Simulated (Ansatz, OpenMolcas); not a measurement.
# A small benchmark: atomisation enthalpy at 298 K

6 molecules with oxygen; the atomisation enthalpy at 298 K in kJ/mol, computed less measured. Shapes, held fixed at every level: PBE0-D4/def2-TZVP. Flexible molecules stand in one conformer, not always the lowest. Thermal terms are harmonic and unscaled (PBE0-D4/def2-TZVP); the spin-orbit lowering of the free atoms is taken from their spectra. Programs: Ansatz 0.2.0, OpenMolcas 26.06. Measured values: Active Thermochemical Tables, CRC Handbook of Chemistry and Physics.

Levels: A = HF/STO-3G; B = PBE/cc-pVDZ; C = wB97M-V/cc-pVDZ; D = wB97X/cc-pVDZ; E = MP2/cc-pVDZ.

| molecule | from tabulated heats | A | B | C | D | E |
| --- | --- | --- | --- | --- | --- | --- |
| C2H3ClO (acetyl chloride) | 2700 | -646 | +69 | -12 | -42 | -154 |
| C2H6O (dimethyl ether) | 3175 | -373 | +7 | -16 | -55 | -224 |
| C3H6O (allyl alcohol) | 3832 | -640 | +25 | -30 | -75 | -256 |
| C3H6O (propionaldehyde) | 3893 | -592 | +40 | -19 | -59 | -236 |
| C3H6O (acetone) | 3924 | -595 | +44 | -15 | -54 | -236 |
| C3H8O2 (dimethoxymethane) | 4742 | -741 | +42 | -12 | -72 | -321 |

**Question.** Sum up the errors.

**Answer.** 
| level | kind | mean error | mean absolute error | worst case |
| --- | --- | --- | --- | --- |
| HF/STO-3G | Hartree–Fock | -597.8 | 597.8 | C3H8O2 |
| PBE/cc-pVDZ | GGA | +37.8 | 37.8 | C2H3ClO |
| wB97M-V/cc-pVDZ | range-separated hybrid | -17.3 | 17.3 | C3H6O (allyl alcohol) |
| wB97X/cc-pVDZ | range-separated hybrid | -59.5 | 59.5 | C3H6O (allyl alcohol) |
| MP2/cc-pVDZ | perturbation theory | -237.8 | 237.8 | C3H8O2 |

On this set wB97M-V/cc-pVDZ has the smallest mean absolute error and HF/STO-3G the largest. HF/STO-3G is too low in 6 of 6; PBE/cc-pVDZ is too high in 6 of 6; wB97M-V/cc-pVDZ is too low in 6 of 6; wB97X/cc-pVDZ is too low in 6 of 6; MP2/cc-pVDZ is too low in 6 of 6. Heats of the atoms come from ATcT where it has them. The levels differ in basis as well as in method. A functional in a double-zeta set wins here by errors that cancel. For MP2/cc-pVDZ the error tends to grow with the atomisation enthalpy. Hartree–Fock lacks correlation and underbinds. Correlated wave functions converge slowly with the basis. The set is small.
